Germanium in its diamond structure is compressed equally from all sides, and a hybrid density functional gives the pressure needed to hold each cell. Volume is counted per atom. Positive stress means that the crystal pushes outward.

Diamond-structure germanium, computed with Ansatz 0.2.0 using the HSE06 hybrid functional, PAW potentials and plane waves up to 420 eV, without spin polarisation. The two-atom cells are uniformly strained from the r2SCAN geometry and sampled on a 6×6×6 k mesh with fixed occupations. Pressure and stress are positive in compression.

| volume (Å³/atom) | shortest distance (Å) | pressure (GPa) | stress xx (GPa) | stress yy (GPa) | stress zz (GPa) |
| --- | --- | --- | --- | --- | --- |
| 20.199 | 2.359 | 12.500 | 12.500 | 12.500 | 12.500 |
| 20.383 | 2.366 | 11.400 | 11.400 | 11.400 | 11.400 |
| 20.837 | 2.383 | 8.800 | 8.800 | 8.800 | 8.800 |
| 21.488 | 2.408 | 5.600 | 5.600 | 5.600 | 5.600 |
| 21.679 | 2.415 | 4.700 | 4.700 | 4.700 | 4.700 |
| 21.819 | 2.420 | 4.100 | 4.100 | 4.100 | 4.100 |
| 22.153 | 2.432 | 2.800 | 2.800 | 2.800 | 2.800 |

**(a) Which cell pushes hardest, and how much shorter are its bonds than in the loosest cell?**

The smallest cell pushes hardest, with 12.5 GPa. Its bonds are only 3% shorter than those of the loosest cell, yet its volume is 9% smaller, because volume follows the cube of length. The three stress columns agree in every row because the crystal is cubic, so they amount to one result and not three.

**(b) Why does squeezing cost energy at all?**

Pressure is the slope of energy against volume with its sign reversed, $P=-dE/dV$. Electrons confined to less space have shorter wavelengths and therefore more kinetic energy. A simpler system gives a rough size for this effect: free electrons, whose kinetic energy grows as $V^{-2/3}$, among positive ions. For eight valence electrons in the two-atom cell, squeezed from 21.819 to 20.383 Å³ per atom, it gives a rise of about 2.6 eV.

The calculation itself gives a kinetic rise of 2.3 eV between these two rows, while the total energy rises by only 0.14 eV. The other energy terms together return almost all of the cost, and the pressure is what remains of a near balance. The closeness of the two kinetic values is partly luck, since the computed term belongs to smoothed waves and includes the 3d electrons. The virial theorem ties the full kinetic energy $T$ of the cell to its pressure, volume and total energy: $\Delta T\approx3\,\Delta(PV)-\Delta E$. By this rule a rise of about 5 eV is expected, so the free-electron estimate gives only the order of magnitude.

**(c) Could one measure the stiffness on the loosest cells and use it throughout?**

The stiffness is the bulk modulus $K=-V\,dP/dV$, the pressure gained per relative loss of volume. Between the two loosest cells it is 89 GPa. Held constant down to the smallest cell, it would give

$$P=2.8+89\,\ln\frac{22.153}{20.199}\approx 11.0\ \text{GPa}.$$

This falls 1.5 GPa short of the computed pressure. The stiffness in fact rises at every step of compression and reaches 124 GPa between the two smallest cells.

**(d) Why does the crystal stiffen?**

In the free-electron picture the outward push $R$ grows as $V^{-5/3}$ and the inward pull $A$ of the ions as $V^{-4/3}$. The push therefore gains on the pull with every further squeeze. The pressure is $P=R-A$ and the stiffness is $K=\tfrac53R-\tfrac43A$. Near balance, where $R=A$, a relative volume loss $\delta$ raises $P$ by $\delta R/3$ and $K$ by $\delta R$, so $K$ grows three times as fast as $P$.

A fit to the germanium data, described in (e), gives a factor of about 4.5. The picture thus gives the right direction of the trend but underrates its strength. It has no directed bonds and no ion cores of finite size; which of these matters more is not settled by these data.

**(e) Is there a short formula for the whole curve?**

Let the energy grow as the square of the strain $f=\tfrac12[(V_0/V)^{2/3}-1]$, where $V_0$ is the volume at zero pressure and $K_0$ the stiffness there. The slope of that energy is the second-order Birch–Murnaghan equation,

$$P=\tfrac32K_0\left[\left(\tfrac{V_0}{V}\right)^{7/3}-\left(\tfrac{V_0}{V}\right)^{5/3}\right].$$

Least squares on all seven rows gives $V_0=22.91$ Å³ and $K_0=77$ GPa. For the smallest cell $V_0/V=1.134$, the bracket is $1.342-1.234=0.108$, and $P=1.5\times77\times0.108\approx12.5$ GPa, as computed. This row was part of the fit, so the agreement alone is no forecast. A sterner test leaves out each row in turn and predicts it from the other six: the typical miss is only 0.027 GPa. The formula can therefore fill the gaps between these cells.

A term cubic in $f$ improves the fit further and supplies the factor quoted in (d), but it lowers $K_0$ to 73.5 GPa. Since no cell lies at zero pressure, $K_0$ is an extrapolation that depends by a few gigapascals on the formula chosen.

**(f) Which digits can be trusted?**

The stresses were only loosely converged, so a second route to the pressure is welcome. Energy differences between neighbouring cells give the same mean pressures within about 0.03 GPa, which supports the printed tenths. Both routes share the same functional, potentials and k mesh, and errors from those would not show up here. A cutoff set too low would show in part, because it shifts the stress and the energy slope differently.

Stiffness is more delicate, because it divides one small difference by another. Between 21.488 and 21.679 Å³ the printed pressures give 102 GPa, whereas the unrounded ones give 96 GPa. Closely spaced cells need more digits than the table prints.

**(g) May an engineer use the two highest pressures for real germanium?**

Only as estimates for the diamond structure with its atoms at rest. Real germanium changes to a denser, metallic structure at roughly 10 GPa (a recalled value), and the two smallest cells lie above that. The calculation kept the cubic arrangement fixed, so the crystal had no way to transform. The smooth curve through these rows shows how diamond-type germanium would resist if it survived, and is no sign that it does.
